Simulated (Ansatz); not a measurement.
# CdS (Greenockite) (P6_3mc) in Ansatz: equation of state

How stiff is CdS (Greenockite) in PBE, and what volume does it want? The cell is scaled to several volumes.

Program: Ansatz 0.2.0. These are calculated values, not measurements. Logs are shortened: lines on timing, memory, paths and dates and some standing lists are left out, and cuts for length are marked.

## (1) The structure

The structure is hexagonal, space group P6_3mc (No. 186). The conventional cell has a = 4.150 Å, b = 4.150 Å, c = 6.737 Å, α = 90.00°, β = 90.00°, γ = 120.00°. Cd (site symmetry 3m) has 4 S at 2.53 to 2.54 Å as nearest neighbours. S (site symmetry 3m) is surrounded by 4 Cd at 2.53 to 2.54 Å.

## (2) Equation of state, PBE

Potentials or basis: all-electron LAPW, scalar-relativistic.

No new run: the results of the series are fitted here.

What came out:

* Equilibrium volume: 26.05 Å³/atom
* Bulk modulus at fixed shape and positions: 53 GPa
* Pressure derivative of the bulk modulus: 4.6

Energy against volume, from the lowest point:
| volume (Å³/atom) | energy (meV/atom) |
| --- | --- |
| 23.614 | 45.40 |
| 24.116 | 27.51 |
| 24.618 | 14.49 |
| 25.121 | 5.86 |
| 25.623 | 1.16 |
| 26.126 | 0.00 |
| 26.628 | 2.00 |

Caveat: the cell was scaled at fixed shape and fractional positions, which overstates the stiffness of a crystal with free parameters, most of all of layers and chains.
